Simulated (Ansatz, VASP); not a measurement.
**NiO in VASP and in Ansatz**

The input INCAR:

```
PREC     = Accurate       # precision mode
ENCUT    = 520            # plane-wave cutoff, eV
EDIFF    = 1E-6           # SCF threshold, eV
ISMEAR   = 0              # smearing method
SIGMA    = 0.016          # smearing width, eV
LREAL    = F              # projectors in reciprocal space
LASPH    = T              # aspherical terms in the spheres
NELM     = 120            # most SCF steps
ALGO     = Fast           # electronic algorithm
ISIF     = 2              # what is computed and relaxed
LWAVE    = F              # write WAVECAR
LCHARG   = F              # write CHGCAR
ISPIN    = 2              # spin polarisation
MAGMOM   = 1 0            # initial moments
LORBIT   = 11             # projections on sites
LMAXMIX  = 4              # l up to which the mixer works
GGA      = PE             # functional
NBANDS   = 19             # bands
```

KPOINTS

```
regular mesh
0
Gamma
  11 11 11
```

The input POSCAR:

```
NiO
1.0
    0.0000000000      2.0859016414      2.0859016414
    2.0859016414      0.0000000000      2.0859016414
    2.0859016414      2.0859016414      0.0000000000
Ni O
1 1
Direct
    0.0000000000      0.0000000000      0.0000000000
    0.5000000000      0.5000000000      0.5000000000
```

The input input.yaml:

```yaml
crystal:
  lattice:
    - [0.0, 2.0859016414, 2.0859016414]
    - [2.0859016414, 0.0, 2.0859016414]
    - [2.0859016414, 2.0859016414, 0.0]
  atoms:
    - { symbol: Ni, position: [0.0, 0.0, 0.0], spin: 1.0 }
    - { symbol: O, position: [0.5, 0.5, 0.5] }
hamiltonian:
  xc: pbe
  pseudopotentials: { kind: paw }
magnetization:
  spin_polarized: true
kpoints:
  mp_grid: { grid: [11, 11, 11] }
scf:
  occupations: { method: gaussian, width: 0.016 }
output:
  forces: true
  stress: true
  eigenvalues: true
```

Alike in both runs: task single point; functional PBE; k mesh 11 × 11 × 11; occupations gaussian, width 0.016 eV; collinear spin, ferromagnetic start.

|  | VASP | Ansatz |
| --- | --- | --- |
| version | VASP 6.6.1 | Ansatz 0.2.0 |
| potentials or method | VASP PAW PBE potentials, release 64 (Ni, O) | Ansatz PAW |
| plane-wave cutoff (eV) | 520 | 420 |
| valence electrons in the cell | 16 | 24 |

|  | VASP | Ansatz | Ansatz less VASP |
| --- | --- | --- | --- |
| gap on the k mesh at the Fermi level (eV) | none | none | - |
| pressure (GPa) | 6.2 | 6.3 | +0.14 |
| net moment per atom (μB) | 0.89 | 0.90 | +0.008 |
| size of the moment on the site where the two differ most (μB) | 0.28 | 0.29 | +0.017 |

Site moments also hang on the region over which each program counts them. A gap of «none» marks a metal or a gap that the smearing closes. The two sets of potentials don't hold the same shells in valence.

Caveats: a cell with one magnetic atom can't hold antiferromagnetic order, which such compounds often take; semilocal functionals often make such compounds metallic where correlation or magnetic order opens a gap, which also shifts bond lengths; the pressure holds a Pulay correction of +0.7 GPa for the finite cutoff (Ansatz). With open d or f shells a metallic result of PBE can be an artefact of self-interaction; +U or a hybrid may open a gap.
